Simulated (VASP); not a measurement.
# MoH6 (P-3m1) in VASP: further runs

The runs below take MoH6 through relaxation of cell and atoms, single point, with PBE, r2SCAN.

Everything below comes from runs of VASP 6.6.1. Logs are shortened: lines on timing, memory, paths and dates and some standing lists are left out, and cuts for length are marked.

## Step 1: Starting point

The structure is trigonal, space group P-3m1 (No. 164). Conventional cell: a = 2.769 Å, b = 2.769 Å, c = 9.651 Å, α = 90.00°, β = 90.00°, γ = 120.00°. H (site symmetry 3m) has 3 Mo at 1.93 Å as nearest neighbours. Around H (site symmetry 3m) lie 1 H at 0.75 Å. Around H (site symmetry 3m) lie 1 H at 0.75 Å. Mo (site symmetry -3m) is surrounded by 6 H at 1.93 Å.

The cell was built by a generator and needn't be a form met in nature.

## Step 2: Relaxation of cell and atoms, PBE

Contents of INCAR:

```
PREC = Accurate
ENCUT = 520
EDIFF = 1E-6
ISMEAR = 0
SIGMA = 0.1
LREAL = False
LASPH = True
NELM = 120
ALGO = Normal
ISIF = 3
LWAVE = False
LCHARG = False
GGA = PE
IBRION = 2
NSW = 90
EDIFFG = -0.01
KPAR = 8
```

Contents of KPOINTS:

```
Automatic mesh
0
Gamma
  12 12 4
```

Contents of POSCAR:

```
MoH6
1.0
    2.7688644800      0.0000000000      0.0000000000
   -1.3844322400      2.3979069800      0.0000000000
    0.0000000000      0.0000000000      9.6510000000
H Mo
6 1
Direct
    0.6666666700      0.3333333300      0.8876800300
    0.3333333300      0.6666666700      0.1123199700
    0.3333333300      0.6666666700      0.3534348800
    0.3333333300      0.6666666700      0.4307325700
    0.6666666700      0.3333333300      0.6465651200
    0.6666666700      0.3333333300      0.5692674300
    0.0000000000      0.0000000000      0.0000000000
```

Potentials or basis: VASP PAW PBE potentials, release 64 (H, Mo_sv).

The run is started by

```console
$ cat potpaw_PBE.64/H/POTCAR potpaw_PBE.64/Mo_sv/POTCAR > POTCAR
$ mpirun -np 8 vasp_std > vasp.out
```

OUTCAR:

```text
PREC = Accurate
   ENCUT = 520
   EDIFF = 1E-6
   ISMEAR = 0
   LREAL = False
   LASPH = True
   NELM = 120
   ISIF = 3
   GGA = PE
   IBRION = 2
   NSW = 90
   EDIFFG = -0.01

 ion  position               nearest neighbor table
   1  0.667  0.333  0.888-   7 1.93   7 1.93   7 1.93
   2  0.333  0.667  0.112-   7 1.93   7 1.93   7 1.93
   3  0.333  0.667  0.353-   4 0.75
   4  0.333  0.667  0.431-   3 0.75
   5  0.667  0.333  0.647-   6 0.75
   6  0.667  0.333  0.569-   5 0.75
   7  0.000  0.000  0.000-   1 1.93   2 1.93   1 1.93   2 1.93   1 1.93   2 1.93

  LATTYP: Found a hexagonal cell.
 ALAT       =     2.7688644800
 C/A-ratio  =     3.4855443702

  Lattice vectors:

 A1 = (   2.7688644800,   0.0000000000,   0.0000000000)
 A2 = (  -1.3844322400,   2.3979069800,   0.0000000000)
 A3 = (   0.0000000000,   0.0000000000,   9.6510000000)

Analysis of symmetry for initial positions (statically):
=====================================================================
 Subroutine PRICEL returns:
 Original cell was already a primitive cell.

 Routine SETGRP: Setting up the symmetry group for a
 hexagonal supercell.

 Subroutine GETGRP returns: Found 12 space group operations
 (whereof 12 operations were pure point group operations)
 out of a pool of 24 trial point group operations.

The static configuration has the point symmetry D_3d.

Analysis of symmetry for dynamics (positions and initial velocities):
=====================================================================
 Subroutine PRICEL returns:
 Original cell was already a primitive cell.

 Routine SETGRP: Setting up the symmetry group for a
 hexagonal supercell.

 Subroutine GETGRP returns: Found 12 space group operations
 (whereof 12 operations were pure point group operations)
 out of a pool of 24 trial point group operations.

The dynamic configuration has the point symmetry D_3d.

 Subroutine INISYM returns: Found 12 space group operations
 (whereof 12 operations are pure point group operations),
 and found     1 'primitive' translations

----------------------------------------------------------------------------------------

                                     Primitive cell

  volume of cell :      64.0776

  direct lattice vectors                    reciprocal lattice vectors
     2.768864480  0.000000000  0.000000000     0.361158882  0.208515178  0.000000000
    -1.384432240  2.397906980  0.000000000     0.000000000  0.417030355  0.000000000
     0.000000000  0.000000000  9.651000000     0.000000000  0.000000000  0.103616206

  length of vectors
     2.768864480  2.768864481  9.651000000     0.417030355  0.417030355  0.103616206

  position of ions in fractional coordinates (direct lattice)
     0.666666670  0.333333330  0.887680030
     0.333333330  0.666666670  0.112319970
     0.333333330  0.666666670  0.353434880
     0.333333330  0.666666670  0.430732570
     0.666666670  0.333333330  0.646565120
     0.666666670  0.333333330  0.569267430
     0.000000000  0.000000000  0.000000000

  ion indices of the primitive-cell ions
   primitive index   ion index
                 1           1
                 2           2
                 3           3
                 4           4
                 5           5
                 6           6
                 7           7

----------------------------------------------------------------------------------------

 KPOINTS: Automatic mesh

Automatic generation of k-mesh.
 Grid dimensions read from file:
 generate k-points for:   12   12    4

 Generating k-lattice:

  Cartesian coordinates                     Fractional coordinates (reciprocal lattice)
     0.030096573  0.017376265  0.000000000     0.083333333  0.000000000  0.000000000
     0.000000000  0.034752530  0.000000000     0.000000000  0.083333333  0.000000000
     0.000000000  0.000000000  0.025904051     0.000000000  0.000000000  0.250000000

  Length of vectors
     0.034752530  0.034752530  0.025904051

  Shift w.r.t. Gamma in fractional coordinates (k-lattice)
     0.000000000  0.000000000  0.000000000

 Subroutine IBZKPT returns following result:
 ===========================================

 Found     69 irreducible k-points:

 Following reciprocal coordinates:
            Coordinates               Weight
  0.000000  0.000000  0.000000      1.000000
  0.083333  0.000000  0.000000      6.000000
  0.166667 -0.000000  0.000000      6.000000
  0.250000  0.000000  0.000000      6.000000
  0.333333  0.000000  0.000000      6.000000
  0.416667  0.000000  0.000000      6.000000
[... 16 lines left out ...]
  0.166667 -0.000000  0.250000      6.000000
  0.000000  0.166667  0.250000      6.000000
 [... further k-points ...]
   k-points           NKPTS =     69   k-points in BZ     NKDIM =     69   number of bands    NBANDS=     14
   number of dos      NEDOS =    301   number of ions     NIONS =      7
   total plane-waves  NPLWV =  41472
   dimension x,y,z NGX =    24 NGY =   24 NGZ =   72
   dimension x,y,z NGXF=    48 NGYF=   48 NGZF=  144
   ions per type =               6   1
   NGX,Y,Z   is equivalent  to a cutoff of  14.41, 14.41, 12.40 a.u.
   NGXF,Y,Z  is equivalent  to a cutoff of  28.82, 28.82, 24.81 a.u.
 SYSTEM =  unknown system
   PREC   = accura    normal or accurate (medium, high low for compatibility)
   ISTART =      0    job   : 0-new  1-cont  2-samecut
   ICHARG =      2    charge: 1-file 2-atom 10-const
   ISPIN  =      1    spin polarized calculation?
   LNONCOLLINEAR =      F non collinear calculations
   LSORBIT =      F    spin-orbit coupling
   LASPH  =      T    aspherical Exc in radial PAW
   ENCUT  =  520.0 eV  38.22 Ry    6.18 a.u.   5.15  5.15 17.94*2*pi/ulx,y,z
   NELM   =    120;   NELMIN=  2; NELMDL= -5     # of ELM steps
   EDIFF  = 0.1E-05   stopping-criterion for ELM
   LREAL  =      F    real-space projection
   EDIFFG = -.1E-01   stopping-criterion for IOM
   NSW    =     90    number of steps for IOM
   IBRION =      2    ionic relax: 0-MD 1-quasi-New 2-CG
   NFREE  =      1    steps in history (QN), initial steepest desc. (CG)
   ISIF   =      3    stress and relaxation
   ISYM   =      2    0-nonsym 1-usesym 2-fastsym
   POTIM  = 0.5000    time-step for ionic-motion
   TEBEG  =    0.0;   TEEND  =   0.0 temperature during run
   PSTRESS=    0.0 pullay stress
   NELECT =      20.0000    total number of electrons
   NUPDOWN=      -1.0000    fix difference up-down
   EMIN   =  10.00;   EMAX   =-10.00  energy-range for DOS
   EFERMI =   0.00;   METHOD = LEGACY
   ISMEAR =     0;   SIGMA  =   0.10  broadening in eV -4-tet -1-fermi 0-gaus
   EFERMI_NEDOS =   21; number of points for ismear=-14 and -15
   IALGO  =     38    algorithm
   IMIX   =      4    mixing-type and parameters
     AMIX     =   0.40;   BMIX     =  1.00
     AMIX_MAG =   1.60;   BMIX_MAG =  1.00
  volume/ion in A,a.u.               =       9.15        61.77
  Fermi-wavevector in a.u.,A,eV,Ry     =   1.110494  2.098529 16.778650  1.233196
  Thomas-Fermi vector in A             =   2.247046
   LORBIT       =      0    0 simple, 1 ext, 2 COOP (PROOUT), +10 PAW based schemes
   GGA     = PE    functional components
   LHFCALC =     F    Hartree Fock is set to
   AEXX    =    0.0000 exact exchange contribution
   IVDW    =     0    specifies the selected vdW correction
   LEPSILON=     F    determine dielectric tensor
   LRPA    =     F    only Hartree local field effects (RPA)
 conjugate gradient relaxation of ions
 non-spin polarized calculation
 Gauss-broadening in eV      SIGMA  =   0.10
  energy-cutoff  :      520.00
  volume of cell :       64.08
 maximum number of plane-waves:      1750
 NGX is ok and might be reduce to    24
   NGX = 11   NGY = 11   NGZ = 35

--------------------------------------- Ionic step        1  -------------------------------------------

 number of electron      20.0000000 magnetization

 Free energy of the ion-electron system (eV)
  ---------------------------------------------------
  ext. energy  EPLUGINS =         0.00000000
  ---------------------------------------------------
  free energy    TOTEN  =       -30.14831738 eV

  energy without entropy =      -30.13003179  energy(sigma->0) =      -30.13917459

------------------------ aborting loop because EDIFF is reached ----------------------------------------

  FORCE on cell =-STRESS in cart. coord.  units (eV):
  Direction    XX          YY          ZZ          XY          YZ          ZX
  --------------------------------------------------------------------------------------
  -------------------------------------------------------------------------------------
  Total        0.6104621      0.6104621      1.0619552      0.0000000      0.0000000      0.0000000
  in kB       15.2638102     15.2638102     26.5528057      0.0000000      0.0000000      0.0000000
  external PRESSURE =      19.0268087 kB  Pullay stress =       0.0000000 kB
[... 104 lines left out ...]
  FREE ENERGIE OF THE ION-ELECTRON SYSTEM (eV)
  ---------------------------------------------------
  free  energy   TOTEN  =       -30.1563450892 eV

  energy  without entropy=      -30.1373411156  energy(sigma->0) =      -30.14684310

[... ionic steps 4 to 48 ...]

--------------------------------------- Ionic step       49  -------------------------------------------

 number of electron      20.0000001 magnetization

------------------------ aborting loop because EDIFF is reached ----------------------------------------
[... 77 lines left out ...]
--------------------------------------- Ionic step       51  -------------------------------------------

 number of electron      20.0000001 magnetization

 Free energy of the ion-electron system (eV)
  ---------------------------------------------------
  ext. energy  EPLUGINS =         0.00000000
  ---------------------------------------------------
  free energy    TOTEN  =       -30.20101747 eV

  energy without entropy =      -30.18217087  energy(sigma->0) =      -30.19159417

 E-fermi :   0.2773     XC(G=0):  -7.6598

 val. band max:        0.2708974523   @ k =   0.4167   0.1667   0.0000
 cond. band min:       0.2947141048   @ k =   0.2500   0.2500   0.0000
 fundamental gap:      0.0238166525
 Fermi energy:         0.2772641703

 k-point     1 :       0.0000    0.0000    0.0000
  band No.  band energies     occupation
      1     -60.9268      2.00000
      2     -35.1459      2.00000
      3     -34.3141      2.00000
      4     -34.3141      2.00000
      5      -8.0525      2.00000
      6      -6.7444      2.00000
      7      -5.8471      2.00000
      8      -4.0840      2.00000
      9      -2.4263      2.00000
     10      -0.6524      2.00000
     11      -0.6524      2.00000
     12       2.1455      0.00000
     13       2.1455      0.00000
     14       3.7499      0.00000
[... 377 lines left out ...]
      1     -60.8807      2.00000
      2     -35.0945      2.00000
      3     -34.6285      2.00000
      4     -34.3840      2.00000
      5      -7.1841      2.00000
      6      -6.3282      2.00000
      7      -5.4577      2.00000
      8      -4.6714      2.00000
      9      -1.9139      2.00000
     10      -1.1231      2.00000
     11       0.2542      1.25544
     12       1.8582      0.00000
     13       2.2469      0.00000
     14       4.5268      0.00000

 [... further k-points ...]

------------------------ aborting loop because EDIFF is reached ----------------------------------------

  FORCE on cell =-STRESS in cart. coord.  units (eV):
  Direction    XX          YY          ZZ          XY          YZ          ZX
  --------------------------------------------------------------------------------------
  -------------------------------------------------------------------------------------
  Total        0.0164356      0.0164356     -0.0174584      0.0000000      0.0000000     -0.0000000
  in kB        0.3664667      0.3664667     -0.3892729      0.0000000      0.0000000     -0.0000000
  external PRESSURE =       0.1145535 kB  Pullay stress =       0.0000000 kB
[... 22 lines left out ...]
  FREE ENERGIE OF THE ION-ELECTRON SYSTEM (eV)
  ---------------------------------------------------
  free  energy   TOTEN  =       -30.2010174738 eV

  energy  without entropy=      -30.1821708732  energy(sigma->0) =      -30.19159417

 reached required accuracy - stopping structural energy minimisation
```

Run time: 6.4 min. Hardware: 8 MPI ranks of Intel Xeon Platinum 8488C (Sapphire Rapids), shared host; peak memory 0.28 GiB.

What came out:

| Property | Result |
| --- | --- |
| Free energy | -30.2010 eV |
| Relaxed volume | 10.27 Å³/atom |
| Relaxed cell | a = 2.780 Å, b = 2.780 Å, c = 10.737 Å, α = 90.00°, β = 90.00°, γ = 120.00° |
| Space group after relaxing (to 0.05 Å) | P-3m1 (No. 164) |
| Energy gained by relaxing | 7.5 meV/atom |
| Ionic steps | 51 |
| Pressure after relaxing | 0.0 GPa |
| Largest force after relaxing | 0.010 eV/Å |
| Band gap on the k mesh | none (metal or under the smearing width) |

Forces on the atoms (eV/Å):
```
H    0.000  0.000 -0.010
H    0.000  0.000  0.010
H    0.000  0.000 -0.004
H    0.000  0.000  0.001
H    0.000  0.000  0.004
H    0.000  0.000 -0.001
Mo   0.000  0.000  0.000
```

Stress tensor (GPa, compression positive):
```
 0.04  0.00  0.00
 0.00  0.04  0.00
 0.00  0.00 -0.04
```

Step by step:
```
step  energy change (eV)  largest force (eV/Å)  pressure (GPa)  volume (Å³)
   1              0.0000                0.1048            1.90        64.08
   3             -0.0080                0.3554            0.18        65.22
   5             -0.0132                0.0918           -0.24        66.01
   7             -0.0204                0.0985           -0.13        66.40
   9             -0.0355                0.1318            0.53        68.08
  11             -0.0376                0.2055            0.09        68.57
  13             -0.0452                0.1453           -0.23        69.85
  15             -0.0486                0.0671           -0.59        71.44
  17             -0.0494                0.1007           -0.17        71.23
  19             -0.0500                0.0199            0.07        71.01
  21             -0.0500                0.0265            0.05        71.04
  23             -0.0500                0.0232            0.05        71.04
  25             -0.0501                0.0896           -0.19        71.21
  27             -0.0502                0.0667           -0.11        71.15
  29             -0.0503                0.0520           -0.11        71.19
  31             -0.0504                0.0359           -0.18        71.32
  33             -0.0504                0.0297           -0.15        71.28
  35             -0.0508                0.0300            0.00        71.19
  37             -0.0510                0.0138            0.20        71.09
  39             -0.0511                0.0564            0.15        71.14
  41             -0.0517                0.0277            0.07        71.34
  43             -0.0522                0.0910           -0.21        72.11
  45             -0.0525                0.0175           -0.18        71.92
  47             -0.0525                0.0377           -0.21        71.97
  49             -0.0525                0.0168           -0.20        71.94
  51             -0.0527                0.0099            0.01        71.86
```

Final structure:
```
H Mo
1.0
     2.77987    0.00000    0.00000
    -1.38993    2.40744    0.00000
     0.00000    0.00000   10.73700
H Mo
6 1
Direct
  0.66667 0.33333 0.89764
  0.33333 0.66667 0.10236
  0.33333 0.66667 0.34232
  0.33333 0.66667 0.41191
  0.66667 0.33333 0.65768
  0.66667 0.33333 0.58809
  0.00000 0.00000 0.00000
```

## Step 3: Relaxation of cell and atoms, PBE

This run uses another cell than the first one, of 10.27 Å³/atom, 1.121 times its volume.

Edit INCAR of step 2 so:

```diff
@@ -2,3 +2,3 @@
 ENCUT = 520
-EDIFF = 1E-6
+EDIFF = 1E-7
 ISMEAR = 0
@@ -14,4 +14,5 @@
 IBRION = 2
-NSW = 90
-EDIFFG = -0.01
+NSW = 60
+EDIFFG = -0.005
+POTIM = 0.3
 KPAR = 8
```

KPOINTS is that of step 2.

Contents of POSCAR:

```
MoH6                                    
1.0
    2.7798682801      0.0000000000      0.0000000000
   -1.3899341400      2.4074365504     -0.0000000000
   -0.0000000000     -0.0000000000     10.7370027232
  H               Mo            
     6     1
Direct
     0.6666666699999979    0.3333333300000021    0.8976374953241140
     0.3333333300000021    0.6666666699999979    0.1023625046758861
     0.3333333300000021    0.6666666699999979    0.3423166868752460
     0.3333333300000021    0.6666666699999979    0.4119050728286489
     0.6666666699999979    0.3333333300000021    0.6576833131247540
     0.6666666699999979    0.3333333300000021    0.5880949271713513
     1.0000000000000000    1.0000000000000000    0.0000000000000000
```

Potentials or basis: VASP PAW PBE potentials, release 64 (H, Mo_sv).

The run is started by

```console
$ cat potpaw_PBE.64/H/POTCAR potpaw_PBE.64/Mo_sv/POTCAR > POTCAR
$ mpirun -np 8 vasp_std > vasp.out
```

Run time: 7.6 min. Hardware: 8 MPI ranks of Intel Xeon Platinum 8488C (Sapphire Rapids), shared host; peak memory 0.29 GiB.

Results (log left out):

| Item | Value |
| --- | --- |
| Free energy | -30.2235 eV |
| Relaxed volume | 10.63 Å³/atom |
| Relaxed cell | a = 2.780 Å, b = 2.780 Å, c = 11.114 Å, α = 90.00°, β = 90.00°, γ = 120.00° |
| Space group after relaxing (to 0.05 Å) | P-3m1 (No. 164) |
| Energy gained by relaxing | 0.4 meV/atom |
| Ionic steps | 51 |
| Pressure after relaxing | 0.0 GPa |
| Largest force after relaxing | 0.005 eV/Å |
| Band gap on the k mesh | none (metal or under the smearing width) |

Forces in eV/Å, atoms in the order of the input:
```
H    0.000  0.000 -0.005
H    0.000  0.000  0.005
H    0.000  0.000 -0.003
H    0.000  0.000  0.000
H    0.000  0.000  0.003
H    0.000  0.000  0.000
Mo   0.000  0.000  0.000
```

Step by step:
```tsv
step	energy change (eV)	largest force (eV/Å)	pressure (GPa)	volume (Å³)
1	0.0000	0.0121	0.18	71.86
3	-0.0003	0.0169	-0.02	72.15
5	-0.0004	0.0265	-0.09	72.27
7	-0.0006	0.0535	-0.13	72.40
9	-0.0011	0.0308	-0.01	72.52
11	-0.0013	0.0440	0.17	72.73
13	-0.0015	0.0292	0.21	72.92
15	-0.0017	0.0319	0.09	73.10
17	-0.0020	0.0498	-0.08	73.39
19	-0.0021	0.0590	-0.10	73.69
21	-0.0022	0.0306	-0.09	73.61
23	-0.0024	0.0100	-0.05	73.80
25	-0.0025	0.0045	-0.04	73.88
27	-0.0025	0.0268	0.00	73.83
29	-0.0025	0.0072	0.07	73.80
31	-0.0025	0.0044	0.08	73.81
33	-0.0026	0.0067	0.03	73.89
35	-0.0026	0.0088	0.00	73.92
37	-0.0026	0.0102	-0.02	73.94
39	-0.0026	0.0124	0.01	73.98
41	-0.0027	0.0074	0.06	74.07
43	-0.0027	0.0143	0.05	74.12
45	-0.0027	0.0069	-0.03	74.29
47	-0.0027	0.0080	-0.02	74.30
49	-0.0028	0.0169	0.01	74.37
51	-0.0028	0.0049	0.03	74.40
```

Final structure:
```
CELL_PARAMETERS angstrom
2.78023 0.00000 0.00000
-1.39011 2.40775 0.00000
0.00000 0.00000 11.11392
ATOMIC_POSITIONS crystal
H 0.66667 0.33333 0.90096
H 0.33333 0.66667 0.09904
H 0.33333 0.66667 0.34268
H 0.33333 0.66667 0.40988
H 0.66667 0.33333 0.65732
H 0.66667 0.33333 0.59012
Mo 0.00000 0.00000 0.00000
```

Levels at points of the mesh, in eV from the Fermi level:
```csv
k point,band 7,band 8,band 9,band 10,band 11,band 12,band 13,band 14
"(0.00, 0.00, 0.00)",-6.15,-4.41,-2.71,-0.93,-0.93,1.87,1.87,3.34
"(0.50, 0.00, 0.00)",-4.46,-3.74,-3.05,0.08,0.77,3.98,4.77,6.23
"(0.00, 0.00, 0.50)",-6.08,-4.46,-2.68,-0.93,-0.93,1.87,1.87,3.34
"(0.50, 0.00, 0.50)",-4.47,-3.74,-3.05,0.08,0.77,3.98,4.78,6.19
```

(Part 1 of 2 ends here.)
